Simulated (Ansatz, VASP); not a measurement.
**One calculation of Cs, two programs**

```xyz
1
Lattice="-3.1285 3.1285 3.1285 3.1285 -3.1285 3.1285 3.1285 3.1285 -3.1285" Properties=species:S:1:pos:R:3 pbc="T T T"
Cs    0.0000    0.0000    0.0000
```

Alike in both runs: task relaxation of cell and atoms; functional revPBE; k mesh 6 × 6 × 6; occupations fermi-dirac, width 0.05 eV; no spin polarisation.

```csv
,VASP,Ansatz
version,VASP 6.6.1,Ansatz 0.2.0
potentials or method,"VASP PAW PBE potentials, release 64 (Cs_sv), cutoff 600 eV","all-electron LAPW, scalar-relativistic"
```

Ansatz gave:

| Item | Value |
| --- | --- |
| relaxed volume (Å³/atom) | 129.46 |
| relaxed cell length with the largest relative difference (Å) | 5.520 |
| energy change over the relaxation (meV/atom) | -2 |

**Question.** Estimate VASP's values.

**Answer.** Relaxed volume (Å³/atom): 128.30; relaxed cell length with the largest relative difference (Å): 5.503; energy change over the relaxation (meV/atom): -2.

Ansatz ran all-electron here, so the differences hold the error of VASP's frozen core and of both bases.

Caveats: the PAW data sets were made with another functional, which shifts forces and pressure a little (VASP). The runs have no spin-orbit coupling, so splittings on Cs are missing.
